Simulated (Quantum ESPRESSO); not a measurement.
## Cu under changes of volume

One of the cells (11.458 Å³/atom); the others are scaled copies at fixed shape and fractional positions:

```
Cu
1.0
    -1.44279    1.44279    1.37608
     1.44279   -1.44279    1.37608
     1.44279    1.44279   -1.37608
Cu
1
Direct
  0.00000 0.00000 0.00000
```

This isn't the form of Cu at room conditions, which is fcc.

```yaml
Program: Quantum ESPRESSO 7.5
Functional: r2SCAN
Potentials_or_basis: SG15 PBE 1.2
Cutoff: 1197 eV
Density_cutoff: 4789 eV
k_mesh: 8 × 8 × 8
Occupations: fermi-dirac, width 0.05 eV
Spin: no spin polarisation
```

| volume (Å³/atom) | energy over the lowest point (meV/atom) | pressure (GPa) |
| --- | --- | --- |
| 10.771 | 30.52 | 13.0 |
| 11.000 | 14.75 | 8.7 |
| 11.229 | ? | ? |
| 11.458 | 0.10 | 1.4 |
| 11.687 | 0.00 | -1.6 |
| 11.916 | 4.01 | -4.3 |
| 12.146 | 11.67 | -6.7 |

Problem. What does the run at 11.229 Å³/atom give?

Solution. Energy over the lowest point 4.83 meV/atom; pressure 4.9 GPa.

Worked out: A Birch-Murnaghan fit of order 3 (a polynomial in V^(-2/3)) to the other rows has its minimum at 11.58 Å³/atom with B0 = V·E''(V) = 153 GPa and B' = 5.0 at fixed shape and positions, which overstates the stiffness. It gives 4.82 meV/atom at 11.229 Å³/atom, against the run's 4.83, and -dE/dV = 5.0 GPa, against 4.9.

Energies are extrapolated to zero smearing.

Caveats: all runs use coarse meshes; the potentials were made for another functional, which shifts forces and pressure.
